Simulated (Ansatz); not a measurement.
**Ru: response to strain**

Aim: deform Ru (equal xy, yz and zx engineering shear strains of -2 %) and compute stress, forces and field gradients with LAPW, PAW and all-electron datasets made for the crystal.

Program: Ansatz 0.2.0. Level of theory: DFT PBEsol, scalar-relativistic. These are calculated values, not measurements.

### 1 Starting point

Symmetry: P6_3/mmc, No. 194, hexagonal system. Conventional cell: a = 2.706 Å, b = 2.706 Å, c = 4.282 Å, α = 90.00°, β = 90.00°, γ = 120.00°. Ru (site symmetry -6m2) is surrounded by 12 Ru at 2.65 to 2.71 Å.

As a file:

```
CELL_PARAMETERS angstrom
2.70580 0.00000 0.00000
-1.35290 2.34329 0.00000
0.00000 0.00000 4.28190
ATOMIC_POSITIONS crystal
Ru 0.33333 0.66667 0.25000
Ru 0.66667 0.33333 0.75000
```

Atoms are numbered in the order of the input: Ru1, Ru2.

### 2 After the deformation

Space group P6_3/mmc before, P-1 after.

### 3 LAPW, all electrons

File input.yaml:

```yaml
crystal:
  lattice:
    - [2.7057993342, -0.0270579933, -0.0270579933]
    - [-1.3763325767, 2.3568199577, -0.0099039129]
    - [-0.042819, -0.042819, 4.2819]
  atoms:
    - { symbol: Ru, position: [0.3333333333, 0.6666666667, 0.25] }
    - { symbol: Ru, position: [0.6666666667, 0.3333333333, 0.75] }
kpoints:
  mp_grid: { grid: [14, 14, 8] }
  band_path:
    path:
      - [0.0, 0.0, 0.0]
      - [0.0, 0.0, 0.5]
      - [-0.5, 0.5, 0.0]
      - [0.0, 0.0, 0.0]
      - [0.0, -0.5, 0.0]
      - [-0.5, 0.0, 0.5]
      - [0.0, 0.0, 0.0]
      - [-0.5, 0.0, 0.0]
      - [0.0, -0.5, 0.5]
    npoints: 5
scf:
  occupations: { method: fermi_dirac, width: 0.03 }
hamiltonian:
  xc: pbesol
  pseudopotentials: { kind: all_electron, lapw: { basis_error: 0.0005 } }
output:
  forces: true
  stress: true
  eigenvalues: true
```

Run with:

```console
$ ansatz run input.yaml --threads 1 --pin off --max-ram 3072MiB --backend cpu --events-out ev --progress --plain --runs-dir out
```

Log:

```text
LAPW: plane waves up to 9.045 Å⁻¹, error target 5.0e-4 eV per atom; small_component_spin mean_spin; Ru in spheres of 1.304 Å, 32 of its electrons in bands, Dirac shells []
Engine: ansatz 0.2.0
Pseudopotentials: kind: all_electron
Pseudopotential: Ru, LAPW, valence charge 32, Koelling and Harmon's equation, gaussian nucleus
Functional definition: PBEsol
  exchange = pbesol_x
  correlation = pbesol_c
Crystal: 2 atoms, lattice volume = 27.141 Å³
Basis set: ecut = 311.7012185066671 eV, 319 PW (Γ), exchange–correlation at level 2
Bands: 39, of which v1, the nominal top of the filled ones, is band 32 counted from 1 (31 counted from 0)
Symmetry: 2 space group operations
Space group: P-1 (ITA 2), of the structure as read, at distance tolerance 3.0e-5 Å
k-points: 788 of 1568
Non-local potential: Ru, projectors of the file, none
Initial density: superposition of atomic densities (chi_scale 0.1, normalization cell)
Initial wavefunctions: plane waves of lowest kinetic energy (no species holds an atomic orbital)
Functional: x = pbesol(κ = 0.804, μ = 0.12345679012345678), c = pbesol(β = 0.046)
iter 1 solved again at ethr=6.77e-4 eV; its pass at ethr=1.00e-1 eV (dr2=4.33e-1 eV) is discarded
SCF iter   1: F=—  HF=-246467.367879 eV  |F-HF|=—  |Δ(HF+E_count)|=         —  Δρ=5.57e-2  dr2=4.34e-1  ethr=6.77e-4  ⟨swp⟩=2.5  Hψ=187850  notcnv=0
preconditioner: auto → Kerker (q_TF=auto, 3.148 Å⁻¹)  [metal: Δε(μ)=0.004 eV  Ē_g=10.464 eV  σ=0.030 eV  W_gap=0.04  n_scr=22 (ndim 8)  ℏωp=28.5 eV  f_vac=0.000  D(μ)=2.09/eV (n_scr^D=22)]
iter 2 solved again at ethr=5.47e-5 eV; its pass at ethr=6.77e-4 eV (dr2=3.50e-2 eV) is discarded
SCF iter   2: F=—  HF=-246466.054818 eV  |F-HF|=—  |Δ(HF+E_count)|=    1.31e0  Δρ=1.34e-2  dr2=3.50e-2  ethr=5.47e-5  ⟨swp⟩=2.0  Hψ=159598  notcnv=0
SCF iter   3: F=—  HF=-246466.011315 eV  |F-HF|=—  |Δ(HF+E_count)|=   4.35e-2  Δρ=1.24e-2  dr2=3.08e-2  ethr=5.47e-5  ⟨swp⟩=2.0  Hψ=91432  notcnv=0
SCF iter   4: F=—  HF=-246466.005241 eV  |F-HF|=—  |Δ(HF+E_count)|=   6.07e-3  Δρ=5.64e-3  dr2=7.67e-3  ethr=4.82e-5  ⟨swp⟩=2.0  Hψ=79302  notcnv=0
SCF iter   5: F=—  HF=-246466.004993 eV  |F-HF|=—  |Δ(HF+E_count)|=   2.47e-4  Δρ=1.44e-3  dr2=5.76e-4  ethr=1.20e-5  ⟨swp⟩=2.0  Hψ=89114  notcnv=0
SCF iter   6: F=—  HF=-246466.005006 eV  |F-HF|=—  |Δ(HF+E_count)|=   1.26e-5  Δρ=2.70e-4  dr2=1.72e-5  ethr=9.00e-7  ⟨swp⟩=2.0  Hψ=89215  notcnv=0
SCF iter   7: F=—  HF=-246466.005001 eV  |F-HF|=—  |Δ(HF+E_count)|=   4.69e-6  Δρ=4.48e-5  dr2=5.30e-7  ethr=2.68e-8  ⟨swp⟩=2.0  Hψ=89215  notcnv=0
SCF iter   8: F=—  HF=-246466.005001 eV  |F-HF|=—  |Δ(HF+E_count)|=   3.28e-7  Δρ=1.60e-5  dr2=7.30e-8  ethr=8.29e-10  ⟨swp⟩=2.0  Hψ=89215  notcnv=0
SCF iter   9: F=-246466.005001 eV  HF=-246466.005001 eV  |F-HF|=4.92e-9  |Δ(HF+E_count)|=   5.19e-8  Δρ=5.90e-6  dr2=7.41e-9  ethr=1.14e-10  ⟨swp⟩=2.0  Hψ=89246  notcnv=0
SCF 1 converged in 9 iterations: F = -246466.005001 eV  dr2 = 7.41e-9
NSCF: frozen V_eff on 41 k-points
SCF converged after 9 iterations
Free energy (F): -246466.005001 eV
Harris-Foulkes:  -246466.005001 eV  (|F-HF|=4.92e-9)
Internal energy: -246465.998310 eV  (E = F + TS)
E sigma→0 (E₀):  -246466.001655 eV
Entropy (-TS):   -0.006691 eV (-3.346 meV/atom)
Fermi energy:    25.622396 eV
--- Per-component energies (eV) ---
  E_band       = -9935.137586
  E_kinetic    = 256270.946651
  E_xc         = -7156.492843
  E_electrostatic = -495580.452118  (all electrons and nuclei)
  E_smearing   = -0.006691  (= −TS)
  E_closure    = 0.000000  (closes the sum)
  E_atoms      = -246445.692274  (free atoms, spherical and without spin; not in F)
  Σ components = -246466.005001   (vs F -246466.005001, Δ=0.00e0)
  Basis errors (estimates in eV, not in F): energy 1.1e-4 per atom: plane waves 1.0e-4 (5.3e-5 summed), levels above the bands 1.5e-172, relativity 1.9e-8, radial functions 1.3e-5, core shells 8.0e-8; eigenvalues (radial functions only) 8.1e-7; not estimated: angular momenta, meshes, grids; target (lapw.basis_error) 5.0e-4; muffin-tin radii Ru 1.304 Å
--- Forces (eV/Å), atoms counted from 1 ---
  atom   1  Ru     0.09326398    -0.00334777     0.01813843
  atom   2  Ru    -0.09326398     0.00334777    -0.01813843
  max |Σ_I F_I| component: 0.00e0 eV/Å
--- Stress (GPa, compression-positive) ---
       -5.256240       4.007912       3.964398
        4.007912      -5.220229       3.973832
        3.964398       3.973832      -7.215345
  P = ⅓ Tr σ = -5.8973 GPa (-58.973 kbar)
--- Band table (eV; the first three rows and the last of 788) ---
  k-point 0: bands = ["-417.8317", "-417.8317", "-417.8216", "-417.8216", "-417.8146", "-417.8146", "-244.1828", "-244.1828", "-244.1760", "-244.1760", "-244.1705", "-244.1705", "-244.1669", "-244.1669", "-244.1662", "-244.1662", "-47.4209", "-47.2134", "-17.9407", "-16.9992", "-16.9793", "-16.8281", "-16.8184", "-16.7679", "17.5716", "19.3921", "22.8437", "23.1721", "23.2160", "23.5507", "23.8730", "24.2054", "24.3144", "26.7833", "26.8659", "26.8661", "35.9138", "40.3895", "42.8482"]
  k-point 1: bands = ["-417.8317", "-417.8317", "-417.8216", "-417.8216", "-417.8146", "-417.8146", "-244.1828", "-244.1828", "-244.1760", "-244.1760", "-244.1705", "-244.1705", "-244.1669", "-244.1669", "-244.1662", "-244.1662", "-47.4131", "-47.2215", "-17.8984", "-16.9929", "-16.9731", "-16.8390", "-16.8344", "-16.8001", "17.7468", "19.4488", "22.7539", "23.0027", "23.2008", "23.4507", "23.7743", "24.4284", "24.5449", "26.2922", "26.7949", "26.8801", "36.6649", "40.0498", "43.0029"]
  k-point 2: bands = ["-417.8317", "-417.8317", "-417.8216", "-417.8216", "-417.8146", "-417.8146", "-244.1828", "-244.1828", "-244.1760", "-244.1760", "-244.1705", "-244.1705", "-244.1669", "-244.1669", "-244.1662", "-244.1662", "-47.3910", "-47.2443", "-17.7772", "-16.9764", "-16.9602", "-16.9511", "-16.8525", "-16.8311", "18.2395", "19.5879", "22.6259", "22.7834", "23.0691", "23.2035", "23.5266", "24.9430", "25.0236", "25.0691", "26.7624", "26.8475", "38.4536", "39.6558", "42.0465"]
  k-point 787: bands = ["-417.8317", "-417.8317", "-417.8216", "-417.8216", "-417.8146", "-417.8146", "-244.1828", "-244.1828", "-244.1760", "-244.1760", "-244.1705", "-244.1705", "-244.1669", "-244.1669", "-244.1662", "-244.1662", "-47.2195", "-47.2135", "-17.8260", "-17.8201", "-17.0843", "-17.0595", "-17.0591", "-17.0576", "19.5389", "19.5390", "21.0453", "21.0755", "24.6498", "24.6751", "26.0096", "26.0395", "27.2878", "27.3144", "28.8884", "28.9465", "35.9125", "36.0545", "42.0168"]
```

It took 2.4 min on 1 thread of Intel Xeon 6975P-C (Granite Rapids), shared host; peak memory 2.2 GiB.

Read from it: pressure -5.90 GPa; no gap; largest force 0.095 eV/Å.

[end of part 1 of 2]
